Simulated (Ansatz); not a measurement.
# Bi2TeSe2 (Skippenite) (R-3m) in Ansatz: notebook

The runs below take Bi2TeSe2 (Skippenite) through single point, equation of state, with PBEsol.

Program: Ansatz 0.2.0. These are calculated values, not measurements. Logs are shortened: lines on timing, memory, paths and dates and some standing lists are left out, and cuts for length are marked.

### Step 1. Starting point

It takes space group R-3m (No. 166, trigonal). Conventional cell: a = 4.183 Å, b = 4.183 Å, c = 29.137 Å, α = 90.00°, β = 90.00°, γ = 120.00°. Around Bi (site symmetry 3m) lie 3 Se at 2.93 Å and 3 Te at 3.06 Å. Te (site symmetry -3m) has 6 Bi at 3.06 Å as nearest neighbours. Se (site symmetry 3m) has 3 Bi at 2.93 Å as nearest neighbours.

### Step 2. Single point, PBEsol, 27.67 Å³/atom (volume scaled by 0.94)

Input file input.yaml:

```yaml
crystal:
  lattice:
    - [2.0488043464, 1.1828777409, 9.5140668165]
    - [-2.0488043464, 1.1828777409, 9.5140668165]
    - [0.0, -2.3657554818, 9.5140668165]
  atoms:
    - { symbol: Bi, position: [0.60194, 0.60194, 0.60194] }
    - { symbol: Bi, position: [0.39806, 0.39806, 0.39806] }
    - { symbol: Te, position: [0.0, 0.0, 0.0] }
    - { symbol: Se, position: [0.7884, 0.7884, 0.7884] }
    - { symbol: Se, position: [0.2116, 0.2116, 0.2116] }
kpoints:
  mp_grid: { grid: [7, 7, 7] }
scf:
  occupations: { method: fermi_dirac, width: 0.05 }
hamiltonian:
  xc: pbesol
  pseudopotentials: { kind: all_electron, lapw: { basis_error: 0.002 } }
output:
  forces: true
  stress: true
  eigenvalues: true
```

Potentials or basis: all-electron LAPW, scalar-relativistic.

The run is started by

```sh
ansatz run input.yaml --threads 4 --pin off --max-ram 12288MiB --backend cpu --events-out ev --progress --plain --runs-dir out
```

Standard output:

```text
Warning: RAYON_NUM_THREADS=4 ignored (pool sized by the plan → 4); use --threads N
LAPW: plane waves up to 7.308 Å⁻¹, error target 2.0e-3 eV per atom; small_component_spin mean_spin; Se in spheres of 1.356 Å, 24 of its electrons in bands, Dirac shells []; Te in spheres of 1.486 Å, 24 of its electrons in bands, Dirac shells []; Bi in spheres of 1.516 Å, 37 of its electrons in bands, Dirac shells [] (how accurate: hamiltonian.pseudopotentials.lapw.basis_error, Limitations)
Engine: ansatz 0.2.0, x86_64-unknown-linux-gnu
Pseudopotentials: kind: all_electron
Pseudopotential: Bi, LAPW, valence charge 37, lapw/all_electron/scalar/gaussian/Bi, Koelling and Harmon's equation, gaussian nucleus
Pseudopotential: Te, LAPW, valence charge 24, lapw/all_electron/scalar/gaussian/Te, Koelling and Harmon's equation, gaussian nucleus
Pseudopotential: Se, LAPW, valence charge 24, lapw/all_electron/scalar/gaussian/Se, Koelling and Harmon's equation, gaussian nucleus
Functional definition: PBEsol
  exchange = pbesol_x
  correlation = pbesol_c
Crystal: 5 atoms, lattice volume = 138.343 Å³
Basis set: ecut = 203.45396430516047 eV, 941 PW (Γ), FFT grids on a1−a3, a2−a3, a3, exchange–correlation at level 2
Bands: 88, of which v1, the nominal top of the filled ones, is band 73 counted from 1 (72 counted from 0)
Symmetry: 12 space group operations
Space group: R-3m (ITA 166), of the structure as read, at distance tolerance 5.2e-5 Å
k-points: 44 of 343
Non-local potential: Bi, projectors of the file, none
Non-local potential: Te, projectors of the file, none
Non-local potential: Se, projectors of the file, none
Initial density: superposition of atomic densities (chi_scale 0.1, normalization cell, long waves of neutral atoms (reshape's long-wave potential 2.18 eV rms, cloud 2.68 Å wide))
Initial wavefunctions: plane waves of lowest kinetic energy (no species holds an atomic orbital)
Functional: x = pbesol(κ = 0.804, μ = 0.12345679012345678), c = pbesol(β = 0.046)
iter 1 solved again at ethr=2.53e-3 eV; its pass at ethr=1.00e-1 eV (dr2=3.69e0 eV) is discarded
SCF iter   1: F=—  HF=-1488072.057622 eV  |F-HF|=—  |Δ(HF+E_count)|=         —  Δρ=2.44e-2  dr2=3.69e0  ethr=2.53e-3  ⟨swp⟩=2.0  Hψ=23874  notcnv=0
preconditioner: auto → Resta (q_TF=auto, 2.753 Å⁻¹)  ε∞=2.4  [insulator: Δε(μ)=0.851 eV  Ē_g=18.736 eV  σ=0.050 eV  W_gap=1.00  n_scr=44 (ndim 8)  ℏωp=21.9 eV  f_vac=0.117  D(μ)=0.00/eV (n_scr^D=0)  ε∞_Penn≈2.4]
SCF iter   2: F=—  HF=-1488071.791899 eV  |F-HF|=—  |Δ(HF+E_count)|=   2.66e-1  Δρ=1.55e-2  dr2=3.26e0  ethr=2.53e-3  ⟨swp⟩=3.0  Hψ=12153  notcnv=0
preconditioner: auto → Kerker (q_TF=auto, 2.753 Å⁻¹)  [metal: Δε(μ)=0.054 eV  Ē_g=11.835 eV  σ=0.050 eV  W_gap=0.26  n_scr=44 (ndim 8)  ℏωp=16.7 eV  f_vac=0.126  D(μ)=0.07/eV (n_scr^D=0)]
iter 3 solved again at ethr=1.58e-4 eV; its pass at ethr=2.24e-3 eV (dr2=2.31e-1 eV) is discarded
SCF iter   3: F=—  HF=-1488071.450793 eV  |F-HF|=—  |Δ(HF+E_count)|=   3.41e-1  Δρ=9.53e-3  dr2=2.31e-1  ethr=1.58e-4  ⟨swp⟩=2.0  Hψ=18772  notcnv=0
SCF iter   4: F=—  HF=-1488071.419990 eV  |F-HF|=—  |Δ(HF+E_count)|=         —  Δρ=3.28e-3  dr2=1.27e-1  ethr=1.58e-4  ⟨swp⟩=2.0  Hψ=10843  notcnv=0
the basis was enlarged: its passes take 231.9 KiB over the memory plan, 4 of 4 planned eigensolver slots
SCF iter   5: F=—  HF=-1488071.408251 eV  |F-HF|=—  |Δ(HF+E_count)|=   1.17e-2  Δρ=1.21e-3  dr2=4.68e-3  ethr=8.70e-5  ⟨swp⟩=2.0  Hψ=11305  notcnv=0
preconditioner: auto → Resta (q_TF=auto, 2.753 Å⁻¹)  ε∞=2.3  [insulator: Δε(μ)=0.394 eV  Ē_g=18.994 eV  σ=0.050 eV  W_gap=0.96  n_scr=44 (ndim 8)  ℏωp=21.9 eV  f_vac=0.134  D(μ)=0.01/eV (n_scr^D=0)  ε∞_Penn≈2.3]
SCF iter   6: F=—  HF=-1488071.406986 eV  |F-HF|=—  |Δ(HF+E_count)|=   1.26e-3  Δρ=7.10e-4  dr2=4.70e-3  ethr=3.20e-6  ⟨swp⟩=2.0  Hψ=11354  notcnv=0
SCF iter   7: F=—  HF=-1488071.406471 eV  |F-HF|=—  |Δ(HF+E_count)|=   5.15e-4  Δρ=2.53e-4  dr2=2.28e-4  ethr=3.20e-6  ⟨swp⟩=2.0  Hψ=11354  notcnv=0
SCF iter   8: F=—  HF=-1488071.406527 eV  |F-HF|=—  |Δ(HF+E_count)|=   5.61e-5  Δρ=1.12e-4  dr2=7.97e-5  ethr=1.56e-7  ⟨swp⟩=3.0  Hψ=11426  notcnv=0
SCF iter   9: F=—  HF=-1488071.406517 eV  |F-HF|=—  |Δ(HF+E_count)|=   1.00e-5  Δρ=5.06e-5  dr2=2.59e-5  ethr=5.46e-8  ⟨swp⟩=2.0  Hψ=11354  notcnv=0
SCF iter  10: F=—  HF=-1488071.406515 eV  |F-HF|=—  |Δ(HF+E_count)|=   1.86e-6  Δρ=1.02e-5  dr2=6.76e-7  ethr=1.77e-8  ⟨swp⟩=2.0  Hψ=11354  notcnv=0
SCF iter  11: F=-1488071.406515 eV  HF=-1488071.406515 eV  |F-HF|=3.98e-8  |Δ(HF+E_count)|=   7.71e-8  Δρ=4.04e-6  dr2=2.79e-8  ethr=4.63e-10  ⟨swp⟩=3.0  Hψ=11423  notcnv=0
SCF 1 converged in 11 iterations: F = -1488071.406515 eV  dr2 = 2.79e-8
SCF converged after 11 iterations
Free energy (F): -1488071.406515 eV
Harris-Foulkes:  -1488071.406515 eV  (|F-HF|=3.98e-8)
Internal energy: -1488071.406424 eV  (E = F + TS)
E sigma→0 (E₀):  -1488071.406470 eV
Entropy (-TS):   -0.000091 eV (-0.018 meV/atom)
Fermi energy:    13.081750 eV
--- Per-component energies (eV) ---
  E_band       = -9512.344041
  E_kinetic    = 1686033.791029
  E_xc         = -30714.453252
  E_electrostatic = -3143390.744201  (all electrons and nuclei)
  E_smearing   = -0.000091  (= −TS)
  E_closure    = 0.000000  (closes the sum)
  E_atoms      = -1488050.729999  (free atoms, spherical and without spin; not in F)
  Σ components = -1488071.406515   (vs F -1488071.406515, Δ=0.00e0)
  Basis errors (estimates in eV, not in F): energy 7.2e-4 per atom: plane waves 6.7e-4 (3.8e-4 summed), levels above the bands 3.0e-74, relativity 6.0e-8, radial functions 5.1e-5, core shells 5.4e-8; eigenvalues (radial functions only) 5.3e-6; not estimated: angular momenta, meshes, grids; target (lapw.basis_error) 2.0e-3; muffin-tin radii Se 1.356 Å, Te 1.486 Å, Bi 1.516 Å
--- Forces (eV/Å), atoms counted from 1 ---
  atom   1  Bi     0.00000000     0.00000000    -1.91671027
  atom   2  Bi     0.00000000    -0.00000000     1.91671027
  atom   3  Te     0.00000000    -0.00000000    -0.00000000
  atom   4  Se     0.00000000     0.00000000    -0.13134399
  atom   5  Se     0.00000000     0.00000000     0.13134399
  max |Σ_I F_I| component: 5.26e-31 eV/Å
--- Stress (GPa, compression-positive) ---
        6.470017       0.000000       0.000000
        0.000000       6.470017      -0.000000
        0.000000      -0.000000       6.985093
  P = ⅓ Tr σ = 6.6417 GPa (66.417 kbar)
--- Band table (eV; the first three rows and the last of 44) ---
  k-point 0: bands = ["-194.4160", "-194.4160", "-146.5124", "-140.6050", "-140.6050", "-135.7392", "-135.7392", "-135.7364", "-135.7364", "-135.7364", "-135.7364", "-135.7359", "-135.7359", "-135.7338", "-135.7338", "-135.7338", "-135.7338", "-135.7338", "-135.7338", "-134.0890", "-134.0890", "-134.0755", "-134.0755", "-134.0755", "-134.0755", "-96.6348", "-96.6161", "-96.6161", "-78.8206", "-78.8206", "-78.8206", "-78.8206", "-78.8192", "-78.8192", "-34.5163", "-34.5161", "-34.5146", "-34.5146", "-34.5137", "-34.5137", "-34.5038", "-34.5038", "-34.5037", "-34.5037", "-24.1056", "-24.1056", "-24.0998", "-24.0789", "-24.0789", "-10.2679", "-10.2679", "-10.2601", "-10.2601", "-10.2460", "-10.2428", "-10.2370", "-10.2370", "-10.2319", "-10.2319", "-1.9151", "-0.9213", "0.0981", "2.8557", "4.8375", "10.6969", "10.6984", "10.7686", "10.7686", "11.1287", "11.1287", "11.7754", "11.7754", "12.8840", "13.2689", "13.7850", "13.7850", "15.0796", "15.6011", "15.6011", "18.1412", "18.9400", "18.9522", "18.9522", "20.0022", "20.4940", "20.4940", "21.2178", "21.2178"]
  k-point 1: bands = ["-194.4160", "-194.4160", "-146.5124", "-140.6050", "-140.6050", "-135.7392", "-135.7392", "-135.7364", "-135.7364", "-135.7364", "-135.7364", "-135.7359", "-135.7359", "-135.7338", "-135.7338", "-135.7338", "-135.7338", "-135.7338", "-135.7338", "-134.0890", "-134.0890", "-134.0755", "-134.0755", "-134.0755", "-134.0755", "-96.6348", "-96.6161", "-96.6161", "-78.8206", "-78.8206", "-78.8206", "-78.8206", "-78.8192", "-78.8192", "-34.5163", "-34.5161", "-34.5146", "-34.5146", "-34.5137", "-34.5137", "-34.5038", "-34.5038", "-34.5037", "-34.5037", "-24.1058", "-24.1056", "-24.0994", "-24.0788", "-24.0783", "-10.2730", "-10.2643", "-10.2640", "-10.2563", "-10.2435", "-10.2409", "-10.2372", "-10.2358", "-10.2335", "-10.2303", "-1.7004", "-0.7537", "0.2452", "2.7871", "4.5470", "9.3413", "9.6876", "10.1560", "10.2248", "11.1167", "11.5716", "11.6558", "11.7023", "12.2531", "14.2618", "14.4154", "14.6223", "15.0870", "15.6462", "16.2139", "17.3339", "18.2870", "19.2672", "19.8454", "20.4597", "20.8574", "20.8587", "21.3833", "21.9473"]
  k-point 2: bands = ["-194.4160", "-194.4160", "-146.5124", "-140.6050", "-140.6050", "-135.7392", "-135.7392", "-135.7364", "-135.7364", "-135.7364", "-135.7364", "-135.7359", "-135.7359", "-135.7338", "-135.7338", "-135.7338", "-135.7338", "-135.7338", "-135.7338", "-134.0890", "-134.0890", "-134.0755", "-134.0755", "-134.0755", "-134.0755", "-96.6348", "-96.6161", "-96.6161", "-78.8207", "-78.8207", "-78.8206", "-78.8206", "-78.8192", "-78.8192", "-34.5162", "-34.5161", "-34.5146", "-34.5145", "-34.5138", "-34.5136", "-34.5038", "-34.5037", "-34.5037", "-34.5036", "-24.1063", "-24.1056", "-24.0987", "-24.0788", "-24.0769", "-10.2858", "-10.2751", "-10.2595", "-10.2502", "-10.2471", "-10.2401", "-10.2328", "-10.2286", "-10.2268", "-10.2247", "-1.0744", "-0.3064", "0.6160", "2.4264", "3.7281", "7.8116", "9.0910", "9.1371", "9.4522", "10.3883", "10.5020", "11.6692", "11.7208", "12.3570", "14.1042", "14.5409", "14.8042", "16.2337", "16.3299", "16.4941", "17.8081", "19.0050", "19.4822", "20.3540", "20.9613", "21.3047", "21.8541", "22.0767", "22.6443"]
  k-point 43: bands = ["-194.4160", "-194.4160", "-146.5124", "-140.6050", "-140.6050", "-135.7392", "-135.7392", "-135.7364", "-135.7364", "-135.7364", "-135.7364", "-135.7359", "-135.7359", "-135.7338", "-135.7338", "-135.7338", "-135.7338", "-135.7338", "-135.7338", "-134.0890", "-134.0890", "-134.0755", "-134.0755", "-134.0755", "-134.0755", "-96.6348", "-96.6161", "-96.6161", "-78.8206", "-78.8206", "-78.8206", "-78.8206", "-78.8192", "-78.8192", "-34.5163", "-34.5161", "-34.5146", "-34.5146", "-34.5137", "-34.5137", "-34.5038", "-34.5038", "-34.5037", "-34.5037", "-24.1058", "-24.1056", "-24.0994", "-24.0788", "-24.0783", "-10.2730", "-10.2643", "-10.2640", "-10.2563", "-10.2435", "-10.2409", "-10.2372", "-10.2358", "-10.2335", "-10.2303", "-1.5970", "-1.0520", "0.6428", "2.3949", "4.7690", "9.2400", "9.9564", "10.2190", "10.3239", "10.8425", "10.9185", "11.8375", "11.8839", "12.7068", "13.6771", "14.1437", "14.7765", "15.4317", "15.8383", "16.2562", "17.5219", "18.4366", "19.2638", "19.4001", "19.9494", "20.6402", "21.0106", "21.6015", "21.8368"]
```

It took 34 s on 4 threads of Intel Xeon at 2.70GHz, shared host; peak memory 0.96 GiB.

Results:

| Quantity | Value |
| --- | --- |
| Free energy | -1488071.4065 eV |
| Pressure | 6.6 GPa |
| Largest force | 1.917 eV/Å |
| Band gap on the k mesh | 0.38 eV, direct |

Caveat: spin-orbit coupling is left out, which as a rule narrows the gap of such compounds by several tenths of an eV; an odd mesh through Γ misses points on the zone boundary, where band edges often lie; forces of over 1 eV/Å show positions far from the minimum, so gaps and moduli don't describe the material at rest.

### Step 3. Single point, PBEsol, 28.26 Å³/atom (volume scaled by 0.96)

Edit input.yaml of step 2 so:

```diff
@@ -2,5 +2,5 @@
   lattice:
-    - [2.0488043464, 1.1828777409, 9.5140668165]
-    - [-2.0488043464, 1.1828777409, 9.5140668165]
-    - [0.0, -2.3657554818, 9.5140668165]
+    - [2.0632330214, 1.1912081403, 9.5810694946]
+    - [-2.0632330214, 1.1912081403, 9.5810694946]
+    - [0.0, -2.3824162806, 9.5810694946]
   atoms:
```

Potentials or basis: all-electron LAPW, scalar-relativistic.

The run is started by

```sh
ansatz run input.yaml --threads 4 --pin off --max-ram 12288MiB --backend cpu --events-out ev --progress --plain --runs-dir out
```

Run time: 35 s. Hardware: 4 threads of Intel Xeon at 2.70GHz, shared host; peak memory 0.96 GiB.

Results (log left out):

```yaml
Free_energy: -1488071.5120 eV
Pressure: 4.9 GPa
Largest_force: 1.873 eV/Å
Band_gap_on_the_k_mesh: 0.40 eV, direct
```

Caveat: spin-orbit coupling is left out, which as a rule narrows the gap of such compounds by several tenths of an eV; an odd mesh through Γ misses points on the zone boundary, where band edges often lie; forces of over 1 eV/Å show positions far from the minimum, so gaps and moduli don't describe the material at rest.

### Step 4. Single point, PBEsol, 28.85 Å³/atom (volume scaled by 0.98)

Edit input.yaml of step 3 so:

```diff
@@ -2,5 +2,5 @@
   lattice:
-    - [2.0632330214, 1.1912081403, 9.5810694946]
-    - [-2.0632330214, 1.1912081403, 9.5810694946]
-    - [0.0, -2.3824162806, 9.5810694946]
+    - [2.0774626643, 1.1994236285, 9.647147924]
+    - [-2.0774626643, 1.1994236285, 9.647147924]
+    - [0.0, -2.3988472569, 9.647147924]
   atoms:
```

The run is started by

```sh
ansatz run input.yaml --threads 4 --pin off --max-ram 12288MiB --backend cpu --events-out ev --progress --plain --runs-dir out
```

Wall time 35 s (4 threads of Intel Xeon at 2.70GHz, shared host); peak memory 0.96 GiB.

Results (log left out):

* Free energy: -1488071.5868 eV
* Pressure: 3.3 GPa
* Largest force: 1.832 eV/Å
* Band gap on the k mesh: 0.41 eV, direct

Caveat: spin-orbit coupling is left out, which as a rule narrows the gap of such compounds by several tenths of an eV; an odd mesh through Γ misses points on the zone boundary, where band edges often lie; forces of over 1 eV/Å show positions far from the minimum, so gaps and moduli don't describe the material at rest.

### Step 5. Single point, PBEsol, 29.43 Å³/atom

Edit input.yaml of step 4 so:

```diff
@@ -2,5 +2,5 @@
   lattice:
-    - [2.0774626643, 1.1994236285, 9.647147924]
-    - [-2.0774626643, 1.1994236285, 9.647147924]
-    - [0.0, -2.3988472569, 9.647147924]
+    - [2.0915, 1.207528088, 9.7123333333]
+    - [-2.0915, 1.207528088, 9.7123333333]
+    - [0.0, -2.415056176, 9.7123333333]
   atoms:
```

The run is started by

```sh
ansatz run input.yaml --threads 4 --pin off --max-ram 12288MiB --backend cpu --events-out ev --progress --plain --runs-dir out
```

It took 39 s on 4 threads of Intel Xeon at 2.70GHz, shared host; peak memory 0.96 GiB.

It converged, with:

| Property | Result |
| --- | --- |
| Free energy | -1488071.6341 eV |
| Pressure | 1.9 GPa |
| Largest force | 1.792 eV/Å |
| Band gap on the k mesh | 0.43 eV, direct |

Caveat: spin-orbit coupling is left out, which as a rule narrows the gap of such compounds by several tenths of an eV; an odd mesh through Γ misses points on the zone boundary, where band edges often lie; forces of over 1 eV/Å show positions far from the minimum, so gaps and moduli don't describe the material at rest.

### Step 6. Single point, PBEsol, 30.02 Å³/atom (volume scaled by 1.02)

Edit input.yaml of step 5 so:

```diff
@@ -2,5 +2,5 @@
   lattice:
-    - [2.0915, 1.207528088, 9.7123333333]
-    - [-2.0915, 1.207528088, 9.7123333333]
-    - [0.0, -2.415056176, 9.7123333333]
+    - [2.105351397, 1.2155251958, 9.7766552961]
+    - [-2.105351397, 1.2155251958, 9.7766552961]
+    - [0.0, -2.4310503916, 9.7766552961]
   atoms:
```

Potentials or basis: all-electron LAPW, scalar-relativistic.

The run is started by

```sh
ansatz run input.yaml --threads 4 --pin off --max-ram 12288MiB --backend cpu --events-out ev --progress --plain --runs-dir out
```

Wall time 39 s (4 threads of Intel Xeon at 2.70GHz, shared host); peak memory 0.95 GiB.

The run converged. Its results:

```yaml
Free_energy: -1488071.6567 eV
Pressure: 0.6 GPa
Largest_force: 1.755 eV/Å
Band_gap_on_the_k_mesh: 0.44 eV, direct
```

Caveat: spin-orbit coupling is left out, which as a rule narrows the gap of such compounds by several tenths of an eV; an odd mesh through Γ misses points on the zone boundary, where band edges often lie; forces of over 1 eV/Å show positions far from the minimum, so gaps and moduli don't describe the material at rest.

### Step 7. Single point, PBEsol, 30.61 Å³/atom (volume scaled by 1.04)

Edit input.yaml of step 6 so:

```diff
@@ -2,5 +2,5 @@
   lattice:
-    - [2.105351397, 1.2155251958, 9.7766552961]
-    - [-2.105351397, 1.2155251958, 9.7766552961]
-    - [0.0, -2.4310503916, 9.7766552961]
+    - [2.1190228931, 1.2234184377, 9.8401418497]
+    - [-2.1190228931, 1.2234184377, 9.8401418497]
+    - [0.0, -2.4468368755, 9.8401418497]
   atoms:
```

The run is started by

```sh
ansatz run input.yaml --threads 4 --pin off --max-ram 12288MiB --backend cpu --events-out ev --progress --plain --runs-dir out
```

Run time: 32 s. Hardware: 4 threads of Intel Xeon at 2.70GHz, shared host; peak memory 0.94 GiB.

It converged, with:

- Free energy: -1488071.6572 eV
- Pressure: -0.5 GPa
- Largest force: 1.719 eV/Å
- Band gap on the k mesh: 0.45 eV, direct

Caveat: spin-orbit coupling is left out, which as a rule narrows the gap of such compounds by several tenths of an eV; an odd mesh through Γ misses points on the zone boundary, where band edges often lie; forces of over 1 eV/Å show positions far from the minimum, so gaps and moduli don't describe the material at rest.

### Step 8. Single point, PBEsol, 31.20 Å³/atom (volume scaled by 1.06)

Edit input.yaml of step 7 so:

```diff
@@ -2,5 +2,5 @@
   lattice:
-    - [2.1190228931, 1.2234184377, 9.8401418497]
-    - [-2.1190228931, 1.2234184377, 9.8401418497]
-    - [0.0, -2.4468368755, 9.8401418497]
+    - [2.1325202181, 1.231211122, 9.9028196023]
+    - [-2.1325202181, 1.231211122, 9.9028196023]
+    - [0.0, -2.4624222439, 9.9028196023]
   atoms:
```

The run is started by

```sh
ansatz run input.yaml --threads 4 --pin off --max-ram 12288MiB --backend cpu --events-out ev --progress --plain --runs-dir out
```

Wall time 28 s (4 threads of Intel Xeon at 2.70GHz, shared host); peak memory 0.94 GiB.

Results (log left out):

* Free energy: -1488071.6378 eV
* Pressure: -1.6 GPa
* Largest force: 1.685 eV/Å
* Band gap on the k mesh: 0.46 eV, direct

Caveat: spin-orbit coupling is left out, which as a rule narrows the gap of such compounds by several tenths of an eV; an odd mesh through Γ misses points on the zone boundary, where band edges often lie; forces of over 1 eV/Å show positions far from the minimum, so gaps and moduli don't describe the material at rest.

### Step 9. Equation of state, PBEsol

Potentials or basis: all-electron LAPW, scalar-relativistic.

No new run: the results of the series are fitted here.

What came out:

| Item | Value |
| --- | --- |
| Equilibrium volume | 30.33 Å³/atom |
| Bulk modulus at fixed shape and positions | 59 GPa |
| Pressure derivative of the bulk modulus | 4.5 |

Energy against volume, from the lowest point:
| volume (Å³/atom) | energy (meV/atom) |
| --- | --- |
| 27.669 | 50.14 |
| 28.257 | 29.05 |
| 28.846 | 14.08 |
| 29.435 | 4.62 |
| 30.023 | 0.10 |
| 30.612 | 0.00 |
| 31.201 | 3.89 |

Caveat: the cell was scaled at fixed shape and fractional positions, which overstates the stiffness of a crystal with free parameters, most of all of layers and chains; spin-orbit coupling is left out, which moves the levels of the heavy elements.
